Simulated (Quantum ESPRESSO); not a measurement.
FeSi2 (Linzhiite):

```
CELL_PARAMETERS angstrom
2.68400 0.00000 0.00000
0.00000 2.68400 0.00000
0.00000 0.00000 5.12800
ATOMIC_POSITIONS crystal
Fe 0.00000 0.00000 0.00000
Si 0.50000 0.50000 0.73000
Si 0.50000 0.50000 0.27000
```

Base run:

| Quantity | Value |
| --- | --- |
| Program | Quantum ESPRESSO 7.5 |
| Functional | PBEsol |
| Potentials or basis | GBRV 1.5 PBEsol |
| Cutoff | 762 eV |
| Density cutoff | 6095 eV |
| k mesh | 8 × 8 × 4 |
| Occupations | fermi-dirac, width 0.05 eV |
| Spin | collinear spin, ferromagnetic start |
| Starting moments | [3.0, 0.0, 0.0] μB |
| Hubbard terms | Fe d U = 4 eV |

Its results: band gap on the k mesh none (metal or under the smearing width); pressure 9.4 GPa; net moment 1.57 μB per cell; site moments Fe +1.73; Si -0.06 μB; largest force 0.793 eV/Å.

The run is repeated on the same cell with these changes: hubbard terms from Fe d U = 4 eV to Fe d U = 5 eV. What comes out?

Band gap on the k mesh none (metal or under the smearing width); pressure 14.6 GPa; net moment 1.76 μB per cell; site moments Fe +1.97; Si -0.07 μB; largest force 1.237 eV/Å.

Caveats: the U is typed as a test and isn't derived for this compound; forces of over 1 eV/Å show positions far from the minimum, so gaps and moduli don't describe the material at rest (some runs).
